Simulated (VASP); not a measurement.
# CdS in VASP: how settings move the r2SCAN single point

Aim: see what changed inputs do to the r2SCAN single point of CdS (rocksalt), under +3.0 % biaxial strain in x and y, free along z. This is a trial cell built on a prototype, not taken from a measured structure, and it needn't be the compound's ground state.

Code: VASP 6.6.1. PAW datasets, plane waves. These are computed values for a spin-unpolarised cell that may be hypothetical; none is a measurement.

## 1. The system as given

The cell comes from an earlier relaxation with r2SCAN in another program, then strained, with the atoms relaxed again.

Space group I4/mmm (No. 139), tetragonal; conventional cell a = 3.972 Å, c = 5.331 Å, 21.03 Å³ an atom. Around Cd lie 6 S at 2.67–2.81 Å; around S lie 6 Cd at 2.67–2.81 Å.

Coordinates:

```xyz
2
Lattice="0.0000 2.8086 2.6657 2.8086 0.0000 2.6657 2.8086 2.8086 0.0000" Properties=species:S:1:pos:R:3 pbc="T T T"
Cd    0.0000    0.0000    0.0000
S     2.8086    2.8086    2.6657
```

## 2. Baseline

Input file INCAR:

```
ENCUT = 520.000000
SIGMA = 0.020000
EDIFF = 1.00e-07
ALGO = Normal
METAGGA = R2SCAN
PREC = Accurate
IBRION = -1
ISIF = 2
ISMEAR = -1
NBANDS = 16
NELM = 120
NSW = 0
LASPH = .TRUE.
LCHARG = .FALSE.
LWAVE = .FALSE.
LREAL = .FALSE.
```

Input file KPOINTS:

```
KPOINTS created by Atomic Simulation Environment
0
Gamma
8 8 8
0 0 0
```

Input file POSCAR:

```
Cd S
 1.0000000000000000
     0.0000000000000000    2.8085798417999999    2.6656717241000001
     2.8085798417999999    0.0000000000000000    2.6656717241000001
     2.8085798417999999    2.8085798417999999    0.0000000000000000
 Cd  S
   1   1
Cartesian
  0.0000000000000000  0.0000000000000000  0.0000000000000000
  2.8085798417999994  2.8085798417999994  2.6656717241000001
```

A file KPOINTS_OPT adds named points for the levels; it doesn't enter the self-consistent loop.

Potentials: the recommended PBE PAW datasets, 18 valence electrons.

On the command line:

```bash
$ mpirun -np 1 vasp_std
```

## 3. Variant 1

Input file INCAR:

```
ENCUT = 520.000000
EDIFF = 1.00e-07
ALGO = Normal
METAGGA = R2SCAN
PREC = Accurate
IBRION = -1
ISIF = 2
NBANDS = 16
NELM = 120
NSW = 0
LASPH = .TRUE.
LCHARG = .FALSE.
LWAVE = .FALSE.
LREAL = .FALSE.
ISMEAR = 2
SIGMA = 0.01
```

KPOINTS is that of step 2.

POSCAR is that of step 2.

What does the calculation give? Wanted: for each run, changed; ending; energy change; pressure; electronic steps; usable.

The runs gave:

| run | changed | ending | energy change (meV/atom) | pressure (GPa) | gap on the mesh (eV; negative: overlap) | electronic steps | time | usable |
| --- | --- | --- | --- | --- | --- | --- | --- | --- |
| ref. | – | converged | 0 | -2.0 | 0.48 | 16 | 87 s | yes |
| 1 | ISMEAR = 2, SIGMA = 0.01 | converged | 0.0 | -2.0 | 0.48 | 16 | 85 s | yes |

**Reading.** The altered input gave usable results.
